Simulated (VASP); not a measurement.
# Cs (Fm-3m) in VASP: notebook

One crystal, Cs, is run at these levels: PBEsol; tasks: single point, relaxation of cell and atoms.

All numbers are computed with VASP 6.6.1; they aren't measurements. Logs are shortened: lines on timing, memory, paths and dates and some standing lists are left out, and cuts for length are marked.

## Step 1: The structure

The structure is cubic, space group Fm-3m (No. 225). The conventional cell has a = 7.616 Å, b = 7.616 Å, c = 7.616 Å, α = 90.00°, β = 90.00°, γ = 90.00°.

This isn't the form of Cs at room conditions, which is bcc.

## Step 2: Single point, PBEsol

Contents of INCAR:

```
PREC = Accurate
ENCUT = 520
EDIFF = 1E-6
ISMEAR = -1
SIGMA = 0.1
LREAL = F
LASPH = T
NELM = 80
ALGO = Fast
ISIF = 2
LWAVE = F
LCHARG = F
GGA = PS
NBANDS = 10
```

Contents of KPOINTS:

```
regular mesh
0
Gamma
  12 12 12
```

Contents of POSCAR:

```
Cs
1.0
    0.0000000000      3.8081113733      3.8081113733
    3.8081113733      0.0000000000      3.8081113733
    3.8081113733      3.8081113733      0.0000000000
Cs
1
Direct
    0.0000000000      0.0000000000      0.0000000000
```

Potentials or basis: VASP PAW PBE potentials, release 64 (Cs_sv).

Command:

```
> cat potpaw_PBE.64/Cs_sv/POTCAR > POTCAR
> mpirun -np 1 vasp_std > vasp.out
```

OUTCAR:

```text
PREC = Accurate
   ENCUT = 520
   EDIFF = 1E-6
   ISMEAR = -1
   LREAL = F
   LASPH = T
   NELM = 80
   ISIF = 2
   GGA = PS

 ion  position               nearest neighbor table
   1  0.000  0.000  0.000-

  LATTYP: Found a face centered cubic cell.
 ALAT       =     7.6162227466

  Lattice vectors:

 A1 = (   0.0000000000,   3.8081113733,   3.8081113733)
 A2 = (   3.8081113733,   0.0000000000,   3.8081113733)
 A3 = (   3.8081113733,   3.8081113733,   0.0000000000)

Analysis of symmetry for initial positions (statically):
=====================================================================
 Subroutine PRICEL returns:
 Original cell was already a primitive cell.

 Routine SETGRP: Setting up the symmetry group for a
 face centered cubic supercell.

 Subroutine GETGRP returns: Found 48 space group operations
 (whereof 48 operations were pure point group operations)
 out of a pool of 48 trial point group operations.

The static configuration has the point symmetry O_h .

Analysis of symmetry for dynamics (positions and initial velocities):
=====================================================================
 Subroutine PRICEL returns:
 Original cell was already a primitive cell.

 Routine SETGRP: Setting up the symmetry group for a
 face centered cubic supercell.

 Subroutine GETGRP returns: Found 48 space group operations
 (whereof 48 operations were pure point group operations)
 out of a pool of 48 trial point group operations.

The dynamic configuration has the point symmetry O_h .

 Subroutine INISYM returns: Found 48 space group operations
 (whereof 48 operations are pure point group operations),
 and found     1 'primitive' translations

----------------------------------------------------------------------------------------

                                     Primitive cell

  volume of cell :     110.4483

  direct lattice vectors                    reciprocal lattice vectors
     0.000000000  3.808111373  3.808111373    -0.131298681  0.131298681  0.131298681
     3.808111373  0.000000000  3.808111373     0.131298681 -0.131298681  0.131298681
     3.808111373  3.808111373  0.000000000     0.131298681  0.131298681 -0.131298681

  length of vectors
     5.385482751  5.385482751  5.385482751     0.227415986  0.227415986  0.227415986

  position of ions in fractional coordinates (direct lattice)
     0.000000000  0.000000000  0.000000000

  ion indices of the primitive-cell ions
   primitive index   ion index
                 1           1

----------------------------------------------------------------------------------------

 KPOINTS: regular mesh

Automatic generation of k-mesh.
 Grid dimensions read from file:
 generate k-points for:   12   12   12

 Generating k-lattice:

  Cartesian coordinates                     Fractional coordinates (reciprocal lattice)
    -0.010941557  0.010941557  0.010941557     0.083333333  0.000000000  0.000000000
     0.010941557 -0.010941557  0.010941557     0.000000000  0.083333333  0.000000000
     0.010941557  0.010941557 -0.010941557     0.000000000  0.000000000  0.083333333

  Length of vectors
     0.018951332  0.018951332  0.018951332

  Shift w.r.t. Gamma in fractional coordinates (k-lattice)
     0.000000000  0.000000000  0.000000000

 Subroutine IBZKPT returns following result:
 ===========================================

 Found     72 irreducible k-points:

 Following reciprocal coordinates:
            Coordinates               Weight
  0.000000  0.000000  0.000000      1.000000
  0.083333  0.000000  0.000000      8.000000
  0.166667  0.000000  0.000000      8.000000
  0.250000  0.000000  0.000000      8.000000
  0.333333  0.000000  0.000000      8.000000
  0.416667  0.000000  0.000000      8.000000
[... 16 lines left out ...]
  0.500000  0.166667  0.000000     24.000000
 -0.416667  0.166667  0.000000     24.000000
 [... further k-points ...]
   k-points           NKPTS =     72   k-points in BZ     NKDIM =     72   number of bands    NBANDS=     10
   number of dos      NEDOS =    301   number of ions     NIONS =      1
   total plane-waves  NPLWV =  64000
   dimension x,y,z NGX =    40 NGY =   40 NGZ =   40
   dimension x,y,z NGXF=    80 NGYF=   80 NGZF=   80
   ions per type =               1
   NGX,Y,Z   is equivalent  to a cutoff of  12.35, 12.35, 12.35 a.u.
   NGXF,Y,Z  is equivalent  to a cutoff of  24.70, 24.70, 24.70 a.u.
 SYSTEM =  unknown system
   PREC   = accura    normal or accurate (medium, high low for compatibility)
   ISTART =      0    job   : 0-new  1-cont  2-samecut
   ICHARG =      2    charge: 1-file 2-atom 10-const
   ISPIN  =      1    spin polarized calculation?
   LNONCOLLINEAR =      F non collinear calculations
   LSORBIT =      F    spin-orbit coupling
   LASPH  =      T    aspherical Exc in radial PAW
   ENCUT  =  520.0 eV  38.22 Ry    6.18 a.u.  10.01 10.01 10.01*2*pi/ulx,y,z
   NELM   =     80;   NELMIN=  2; NELMDL= -5     # of ELM steps
   EDIFF  = 0.1E-05   stopping-criterion for ELM
   LREAL  =      F    real-space projection
[... 7 lines left out ...]
   TEBEG  =    0.0;   TEEND  =   0.0 temperature during run
   PSTRESS=    0.0 pullay stress
   NELECT =       9.0000    total number of electrons
   NUPDOWN=      -1.0000    fix difference up-down
   EMIN   =  10.00;   EMAX   =-10.00  energy-range for DOS
   EFERMI =   0.00;   METHOD = LEGACY
   ISMEAR =    -1;   SIGMA  =   0.10  broadening in eV -4-tet -1-fermi 0-gaus
   EFERMI_NEDOS =   21; number of points for ismear=-14 and -15
   IALGO  =     68    algorithm
   IMIX   =      4    mixing-type and parameters
     AMIX     =   0.40;   BMIX     =  1.00
     AMIX_MAG =   1.60;   BMIX_MAG =  1.00
  volume/ion in A,a.u.               =     110.45       745.34
  Fermi-wavevector in a.u.,A,eV,Ry     =   0.709746  1.341225  6.853782  0.503739
  Thomas-Fermi vector in A             =   1.796409
   LORBIT       =      0    0 simple, 1 ext, 2 COOP (PROOUT), +10 PAW based schemes
   GGA     = PS    functional components
   LHFCALC =     F    Hartree Fock is set to
   AEXX    =    0.0000 exact exchange contribution
   IVDW    =     0    specifies the selected vdW correction
   LEPSILON=     F    determine dielectric tensor
   LRPA    =     F    only Hartree local field effects (RPA)
 non-spin polarized calculation
 RMM-DIIS sequential band-by-band and
  energy-cutoff  :      520.00
  volume of cell :      110.45
 maximum number of plane-waves:      2996
   NGX = 21   NGY = 21   NGZ = 21

 number of electron       9.0000001 magnetization

 Free energy of the ion-electron system (eV)
  ---------------------------------------------------
  ext. energy  EPLUGINS =         0.00000000
  ---------------------------------------------------
  free energy    TOTEN  =        -0.96293336 eV

  energy without entropy =       -0.92261039  energy(sigma->0) =       -0.94277187

 E-fermi :   0.4639     XC(G=0):  -5.5816

 val. band max:        0.4254324434   @ k =   0.5000   0.0000   0.0000
 cond. band min:       0.4650947230   @ k =   0.5000   0.2500   0.0833
 fundamental gap:      0.0396622797
 Fermi energy:         0.4639323399

 k-point     1 :       0.0000    0.0000    0.0000
  band No.  band energies     occupation
      1     -23.3424      2.00000
      2     -10.0573      2.00000
      3     -10.0573      2.00000
      4     -10.0573      2.00000
      5      -1.2526      2.00000
      6       2.9529      0.00000
      7       2.9529      0.00000
      8       2.9529      0.00000
      9       4.0902      0.00000
     10       4.0902      0.00000

 k-point     2 :       0.0833    0.0000    0.0000
  band No.  band energies     occupation
      1     -23.3419      2.00000
      2     -10.0683      2.00000
      3     -10.0587      2.00000
      4     -10.0587      2.00000
      5      -1.1766      2.00000
      6       2.8045      0.00000
      7       2.9893      0.00000
      8       2.9893      0.00000
      9       4.0185      0.00000
     10       4.0185      0.00000

 k-point     3 :       0.1667    0.0000    0.0000
  band No.  band energies     occupation
      1     -23.3405      2.00000
      2     -10.0979      2.00000
      3     -10.0627      2.00000
      4     -10.0627      2.00000
      5      -0.9566      2.00000
      6       2.4760      0.00000
      7       3.0573      0.00000
      8       3.0573      0.00000
      9       3.9144      0.00000
     10       3.9144      0.00000

 k-point     4 :       0.2500    0.0000    0.0000
  band No.  band energies     occupation
      1     -23.3387      2.00000
      2     -10.1376      2.00000
      3     -10.0680      2.00000
      4     -10.0680      2.00000
      5      -0.6169      1.99996
      6       2.1104      0.00000
      7       3.0421      0.00000
      8       3.0421      0.00000
      9       3.9943      0.00000
     10       3.9943      0.00000
[... 222 lines left out ...]
 k-point    22 :       0.4167    0.1667    0.0000
  band No.  band energies     occupation
      1     -23.3353      2.00000
      2     -10.1822      2.00000
      3     -10.0936      2.00000
      4     -10.0875      2.00000
      5       0.1697      1.89976
      6       1.6358      0.00002
      7       2.4275      0.00000
      8       3.1333      0.00000
      9       4.0847      0.00000
     10       4.9064      0.00000

 k-point    23 :       0.5000    0.1667    0.0000
  band No.  band energies     occupation
      1     -23.3344      2.00000
      2     -10.1988      2.00000
      3     -10.1020      2.00000
      4     -10.0876      2.00000
      5       0.5748      0.49619
      6       1.3449      0.00030
      7       2.3688      0.00000
      8       3.0539      0.00000
      9       4.3561      0.00000
     10       5.0207      0.00000

 k-point    24 :      -0.4167    0.1667    0.0000
  band No.  band energies     occupation
      1     -23.3342      2.00000
      2     -10.2001      2.00000
      3     -10.1072      2.00000
      4     -10.0844      2.00000
      5       0.6748      0.21655
      6       1.2832      0.00055
      7       2.3384      0.00000
      8       3.0256      0.00000
      9       4.5351      0.00000
     10       4.6363      0.00000

 [... further k-points ...]
[... 5 lines left out ...]
  --------------------------------------------------------------------------------------
  -------------------------------------------------------------------------------------
  Total       -0.0305070     -0.0305070     -0.0305070     -0.0000000      0.0000000     -0.0000000
  in kB       -0.4425389     -0.4425389     -0.4425389     -0.0000000      0.0000000     -0.0000000
  external PRESSURE =      -0.4425389 kB  Pullay stress =       0.0000000 kB

 VOLUME and BASIS-vectors are now :
 -----------------------------------------------------------------------------
  energy-cutoff  :      520.00
  volume of cell :      110.45
      direct lattice vectors                 reciprocal lattice vectors
     0.000000000  3.808111373  3.808111373    -0.131298681  0.131298681  0.131298681
     3.808111373  0.000000000  3.808111373     0.131298681 -0.131298681  0.131298681
     3.808111373  3.808111373  0.000000000     0.131298681  0.131298681 -0.131298681

 POSITION                                       TOTAL-FORCE (eV/Angst)
 -----------------------------------------------------------------------------------
      0.00000      0.00000      0.00000        -0.000000      0.000000     -0.000000
 -----------------------------------------------------------------------------------
    total drift:                               -0.000000     -0.000000     -0.000000

  FREE ENERGIE OF THE ION-ELECTRON SYSTEM (eV)
  ---------------------------------------------------
  free  energy   TOTEN  =        -0.9629333566 eV

  energy  without entropy=       -0.9226103861  energy(sigma->0) =       -0.94277187
```

It took 31 s on 1 thread of Intel Xeon Platinum 8488C (Sapphire Rapids), shared host; peak memory 0.27 GiB.

What came out:

```
Free energy            : -0.9629 eV
Pressure               : 0.0 GPa
Band gap on the k mesh : none (metal or under the smearing width)
```

Caveat: the PAW data sets were made with another functional, which shifts forces and pressure a little. Spin-orbit coupling is left out, which matters for the levels of Cs.

## Step 3: Single point, PBEsol

Contents of INCAR:

```
PREC = Accurate
ENCUT = 520
EDIFF = 1E-7
ISMEAR = -1
SIGMA = 0.1
LREAL = False
LASPH = True
NELM = 60
ALGO = Fast
ISIF = 2
LWAVE = False
LCHARG = True
GGA = PS
LELF = True
LVHAR = True
NBANDS = 10
```

Contents of KPOINTS:

```
Automatic mesh
0
Gamma
  7 7 7
```

POSCAR is that of step 2.

Potentials or basis: VASP PAW PBE potentials, release 64 (Cs_sv).

Command:

```
> cat potpaw_PBE.64/Cs_sv/POTCAR > POTCAR
> mpirun -np 1 vasp_std > vasp.out
```

Run time: 14 s. Hardware: 1 thread of Intel Xeon Platinum 8488C (Sapphire Rapids), shared host; peak memory 0.23 GiB.

Results (log left out):

| Property | Result |
| --- | --- |
| Free energy | -0.9658 eV |
| Pressure | 0.0 GPa |
| Band gap on the k mesh | none (metal or under the smearing width) |

Levels at points of the mesh, in eV from the Fermi level:
```tsv
k point	band 1	band 2	band 3	band 4	band 5	band 6	band 7	band 8	band 9	band 10
(0.00, 0.00, 0.00)	-23.82	-10.53	-10.53	-10.53	-1.73	2.48	2.48	2.48	3.61	3.61
```

Caveat: the PAW data sets were made with another functional, which shifts forces and pressure a little. Spin-orbit coupling is left out, which matters for the levels of Cs.

## Step 4: Relaxation of cell and atoms, PBEsol

Contents of INCAR:

```
SYSTEM = Cs
PREC = Accurate
ENCUT = 600
EDIFF = 1E-6
ISMEAR = -1
SIGMA = 0.1
LREAL = .False.
LASPH = .True.
NELM = 80
ALGO = Normal
ISIF = 3
LWAVE = .False.
LCHARG = .False.
GGA = PS
IBRION = 2
NSW = 80
EDIFFG = -0.01
```

Contents of KPOINTS:

```
regular mesh
0
Gamma
  7 7 7
  0 0 0
```

POSCAR is that of step 3.

Command:

```
> cat potpaw_PBE.64/Cs_sv/POTCAR > POTCAR
> mpirun -np 1 vasp_std > vasp.out
```

It took 31 s on 1 thread of Intel Xeon Platinum 8488C (Sapphire Rapids), shared host; peak memory 0.31 GiB.

It converged, with:

```yaml
Free_energy: -0.9661 eV
Relaxed_volume: 108.75 Å³/atom
Relaxed_cell: a = 5.358 Å, b = 5.358 Å, c = 5.358 Å, α = 60.00°, β = 60.00°, γ = 60.00°
Space_group_after_relaxing_to_0.05_Å: Fm-3m (No. 225)
Energy_gained_by_relaxing: 0.3 meV/atom
Ionic_steps: 3
Pressure_after_relaxing: 0.0 GPa
Band_gap_on_the_k_mesh: none (metal or under the smearing width)
```

The path:
| step | energy change (eV) | largest force (eV/Å) | pressure (GPa) | volume (Å³) |
| --- | --- | --- | --- | --- |
| 1 | 0.0000 | 0.0000 | -0.04 | 110.45 |
| 2 | -0.0001 | 0.0000 | -0.03 | 110.02 |
| 3 | -0.0003 | 0.0000 | -0.01 | 108.75 |

Final structure:
```
CELL_PARAMETERS angstrom
0.00000 3.78851 3.78851
3.78851 0.00000 3.78851
3.78851 3.78851 0.00000
ATOMIC_POSITIONS crystal
Cs 0.00000 0.00000 0.00000
```

Levels at points of the mesh, in eV from the Fermi level:
```csv
k point,band 3,band 4,band 5,band 6,band 7,band 8
"(0.00, 0.00, 0.00)",-10.52,-10.52,-1.74,2.49,2.49,2.49
```

Caveat: the PAW data sets were made with another functional, which shifts forces and pressure a little. The run has no spin-orbit coupling, so splittings on Cs are missing.

## Step 5: Single point, PBEsol

This run uses another cell than the first one, of 123.70 Å³/atom, 1.120 times its volume.

Contents of INCAR:

```
SYSTEM = Cs
ALGO = Fast
EDIFF = 1E-7
ENCUT = 520
GGA = PS
ISIF = 2
ISMEAR = -1
LASPH = .TRUE.
LCHARG = .TRUE.
LELF = .TRUE.
LREAL = .FALSE.
LVHAR = .TRUE.
LWAVE = .FALSE.
NBANDS = 10
NELM = 80
PREC = Accurate
SIGMA = 0.1
```

Contents of KPOINTS:

```
k-points
0
G
  8 8 8
  0 0 0
```

Contents of POSCAR:

```
Cs
1.0
    0.0000000000      3.9547191690      3.9547191690
    3.9547191690      0.0000000000      3.9547191690
    3.9547191690      3.9547191690      0.0000000000
Cs
1
Direct
    0.0000000000      0.0000000000      0.0000000000
```

Command:

```
> cat potpaw_PBE.64/Cs_sv/POTCAR > POTCAR
> mpirun -np 1 vasp_std > vasp.out
```

It took 24 s on 1 thread of Intel Xeon Platinum 8488C (Sapphire Rapids), shared host; peak memory 0.25 GiB.

Results (log left out):

```yaml
Free_energy: -0.9517 eV
Pressure: -0.2 GPa
Band_gap_on_the_k_mesh: none (metal or under the smearing width)
```

Levels at points of the mesh, in eV from the Fermi level:
```csv
k point,band 3,band 4,band 5,band 6,band 7,band 8
"(0.00, 0.00, 0.00)",-10.60,-10.60,-1.59,2.43,2.43,2.43
"(0.50, 0.00, 0.00)",-10.62,-10.62,0.00,0.72,2.30,2.30
"(0.50, 0.50, 0.00)",-10.64,-10.64,0.34,1.10,1.34,3.82
```

Caveat: the PAW data sets were made with another functional, which shifts forces and pressure a little.

## Step 6: Single point, PBEsol

This run uses another cell than the first one, of 101.61 Å³/atom, 0.920 times its volume.

Contents of INCAR:

```
ALGO = Normal
EDIFF = 1E-6
ENCUT = 520
GGA = PS
ISIF = 2
ISMEAR = -1
LASPH = T
LCHARG = F
LREAL = F
LWAVE = F
NBANDS = 10
NELM = 100
PREC = Accurate
SIGMA = 0.1
```

Contents of KPOINTS:

```
k-points
0
Gamma
  8 8 8
```

Contents of POSCAR:

```
Cs
1.0
    0.0000000000      3.7037265707      3.7037265707
    3.7037265707      0.0000000000      3.7037265707
    3.7037265707      3.7037265707      0.0000000000
Cs
1
Direct
    0.0000000000      0.0000000000      0.0000000000
```

Potentials or basis: VASP PAW PBE potentials, release 64 (Cs_sv).

Command:

```
> cat potpaw_PBE.64/Cs_sv/POTCAR > POTCAR
> mpirun -np 1 vasp_std > vasp.out
```

Run time: 12 s. Hardware: 1 thread of Intel Xeon Platinum 8488C (Sapphire Rapids), shared host; peak memory 0.23 GiB.

Results (log left out):

| Item | Value |
| --- | --- |
| Free energy | -0.9579 eV |
| Pressure | 0.2 GPa |
| Band gap on the k mesh | none (metal or under the smearing width) |

Levels at points of the mesh, in eV from the Fermi level:
| k point | band 1 | band 2 | band 3 | band 4 | band 5 | band 6 | band 7 | band 8 | band 9 | band 10 |
| --- | --- | --- | --- | --- | --- | --- | --- | --- | --- | --- |
| (0.00, 0.00, 0.00) | -23.76 | -10.46 | -10.46 | -10.46 | -1.80 | 2.54 | 2.54 | 2.54 | 3.77 | 3.77 |
| (0.50, 0.00, 0.00) | -23.75 | -10.66 | -10.48 | -10.48 | -0.07 | 0.91 | 2.38 | 2.38 | 4.68 | 4.68 |
| (0.50, 0.50, 0.00) | -23.74 | -10.65 | -10.53 | -10.53 | 0.19 | 0.98 | 1.66 | 4.41 | 4.41 | 4.70 |

Caveat: the PAW data sets were made with another functional, which shifts forces and pressure a little. Spin-orbit coupling is left out, which matters for the levels of Cs.

## Step 7: Summary

```csv
task,cell,k mesh,cutoff (eV),gap on the mesh (eV),pressure (GPa)
single point,"Fm-3m, 110.45 Å³/atom",12 × 12 × 12,520,none,0.0
single point,"Fm-3m, 110.45 Å³/atom",7 × 7 × 7,520,none,0.0
relaxation of cell and atoms,relaxed,7 × 7 × 7,600,none,0.0
single point,"Fm-3m, 123.7 Å³/atom",8 × 8 × 8,520,none,-0.2
single point,"Fm-3m, 101.61 Å³/atom",8 × 8 × 8,520,none,0.2
```

Alike in all rows: level PBEsol; potentials or basis VASP PAW PBE potentials, release 64 (Cs_sv); no spin polarisation; smearing fermi-dirac 0.1 eV.

Every run on the cell as given and a fine mesh finds a metal.

Caveats: the PAW data sets were made with another functional, which shifts forces and pressure a little.

Absolute energies hang on the potentials; compare differences alone.
